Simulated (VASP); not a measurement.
These are PBE GGA, VASP's PBE PAW potentials (set 64) (plane waves; VASP) values and carry that method's errors.

A VASP calculation is set up with these files.

**KPOINTS**
```
Automatic mesh
0
Gamma
8 8 2
0 0 0
```

**POSCAR**
```
BeO
1
    2.6830800000     0.0000000000     0.0000000000
   -1.3415400000     2.3236150000     0.0000000000
    0.0000000000     0.0000000000     8.7837160000
Be O
4 4
Direct
  0.0000000000   0.0000000000   0.0000000000
  0.0000000000   0.0000000000   0.5000000000
  0.6666670000   0.3333330000   0.7501800000
  0.3333330000   0.6666670000   0.2501800000
  0.0000000000   0.0000000000   0.8121600000
  0.0000000000   0.0000000000   0.3121600000
  0.6666670000   0.3333330000   0.5632900000
  0.3333330000   0.6666670000   0.0632900000
```

INCAR:
```
ALGO  =  Normal
EDIFF  =  1E-6
ENCUT  =  400
GGA  =  PE
ISIF  =  2
ISMEAR  =  0
LASPH  =  .TRUE.
LCHARG  =  .FALSE.
LREAL  =  .FALSE.
LWAVE  =  .FALSE.
NELM  =  100
PREC  =  Accurate
SIGMA  =  0.2
SYSTEM  =  BeO
```

POTCAR, in this order: Be O (PBE.64 set). Program: vasp_std.

The run wrote:

OSZICAR:
```
       N       E                     dE             d eps       ncg     rms          rms(c)
DAV:   1     0.129961112046E+03    0.12996E+03   -0.15338E+04   840   0.119E+03
DAV:   2    -0.540686328071E+02   -0.18403E+03   -0.17750E+03  1100   0.301E+02
DAV:   3    -0.611991289396E+02   -0.71305E+01   -0.71043E+01  1040   0.639E+01
DAV:   4    -0.612670311374E+02   -0.67902E-01   -0.67835E-01  1030   0.750E+00
DAV:   5    -0.612680548996E+02   -0.10238E-02   -0.10237E-02  1020   0.788E-01    0.127E+01
DAV:   6    -0.570047998361E+02    0.42633E+01   -0.16686E+01   950   0.271E+01    0.421E+00
DAV:   7    -0.569629185852E+02    0.41881E-01   -0.27736E-01  1035   0.400E+00    0.269E+00
DAV:   8    -0.569733588550E+02   -0.10440E-01   -0.76494E-02   910   0.316E+00    0.274E-01
DAV:   9    -0.569725544347E+02    0.80442E-03   -0.29906E-03  1040   0.408E-01    0.102E-01
DAV:  10    -0.569732247117E+02   -0.67028E-03   -0.22320E-03   980   0.311E-01    0.737E-02
DAV:  11    -0.569731411063E+02    0.83605E-04   -0.27749E-04  1030   0.115E-01    0.196E-02
DAV:  12    -0.569731346027E+02    0.65036E-05   -0.23960E-05   965   0.340E-02    0.537E-03
DAV:  13    -0.569731340790E+02    0.52374E-06   -0.85916E-06  1000   0.202E-02
   1 F= -.56973134E+02 E0= -.56973134E+02  d E =-.887793E-11
```

**OUTCAR**
```
------------------------ aborting loop because EDIFF is reached ----------------------------------------
  FORCE on cell =-STRESS in cart. coord.  units (eV):
  Direction    XX          YY          ZZ          XY          YZ          ZX
  --------------------------------------------------------------------------------------
  Total       -0.1642814     -0.1642814     -0.7105795      0.0000000     -0.0000000      0.0000000
  in kB       -4.8064344     -4.8064326    -20.7896497      0.0000000     -0.0000000      0.0000000
  external PRESSURE =     -10.1341722 kB  Pullay stress =       0.0000000 kB
  volume of cell :       54.76
      direct lattice vectors                 reciprocal lattice vectors
     2.683080000  0.000000000  0.000000000     0.372705995  0.215181947  0.000000000
    -1.341540000  2.323615000  0.000000000     0.000000000  0.430363894  0.000000000
     0.000000000  0.000000000  8.783716000     0.000000000  0.000000000  0.113847032
 POSITION                                       TOTAL-FORCE (eV/Angst)
 -----------------------------------------------------------------------------------
      0.00000      0.00000      0.00000         0.000000      0.000000      0.149426
      0.00000      0.00000      4.39186         0.000000      0.000000      0.149426
      1.34154      0.77454      6.58937         0.000000      0.000000     -0.046381
     -0.00000      1.54908      2.19751         0.000000      0.000000     -0.046381
      0.00000      0.00000      7.13378         0.000000     -0.000000      0.127635
      0.00000      0.00000      2.74192         0.000000     -0.000000      0.127635
      1.34154      0.77454      4.94778         0.000000     -0.000000     -0.230680
     -0.00000      1.54908      0.55592        -0.000000      0.000000     -0.230680
 -----------------------------------------------------------------------------------
    total drift:                               -0.000001     -0.000001     -0.000205
  FREE ENERGIE OF THE ION-ELECTRON SYSTEM (eV)
  ---------------------------------------------------
  free  energy   TOTEN  =       -56.9731340790 eV

  energy  without entropy=      -56.9731340789  energy(sigma->0) =      -56.97313408
```
(Selected blocks of OUTCAR.)

### OUTCAR
```
 val. band max:        3.6615540875   @ k =   0.0000   0.0000   0.0000

 cond. band min:      11.3146277089   @ k =   0.0000   0.0000   0.0000


 Fermi energy:         4.5374540407

 k-point     1 :       0.0000    0.0000    0.0000
  band No.  band energies     occupation
      1     -15.0670      2.00000
      2     -14.3307      2.00000
      3     -14.2535      2.00000
      4     -13.2848      2.00000
      5      -2.6052      2.00000
      6       0.1841      2.00000
      7       0.2606      2.00000
      8       2.7418      2.00000
      9       2.7419      2.00000
     10       3.1308      2.00000
     11       3.1308      2.00000
     12       3.2302      2.00000
     13       3.2303      2.00000
     14       3.6144      2.00000
     15       3.6615      2.00000
     16       3.6616      2.00000
     17      11.3146      0.00000
     18      13.3771      0.00000
     19      13.6817      0.00000
     20      15.5358      0.00000
     21      18.1986      0.00000

 k-point     2 :       0.1250    0.0000    0.0000
  band No.  band energies     occupation
      1     -14.8787      2.00000
      2     -14.1752      2.00000
      3     -14.0954      2.00000
      4     -13.1805      2.00000
      5      -2.3725      2.00000
      6       0.1584      2.00000
      7       0.2407      2.00000
      8       2.0212      2.00000
      9       2.4301      2.00000
     10       2.5141      2.00000
     11       2.5764      2.00000
     12       2.9077      2.00000
     13       2.9168      2.00000
     14       3.0061      2.00000
     15       3.4899      2.00000
     16       3.5455      2.00000
     17      11.9279      0.00000
     18      13.5355      0.00000
     19      13.8567      0.00000
     20      16.0867      0.00000
     21      17.0112      0.00000

 k-point     3 :       0.2500    0.0000    0.0000
  band No.  band energies     occupation
      1     -14.3643      2.00000
      2     -13.7664      2.00000
      3     -13.6848      2.00000
...
```

At this cut-off the stress carries a Pulay error, which pulls relaxed volumes low.

The structure was generated: BeO was put into an ordered model structure, which need not be its known phase. The cell was not relaxed at this level. The run is one of a series of settings (KPOINTS 8×8×2 Γ-centred mesh against the base run), some of them coarse on purpose.
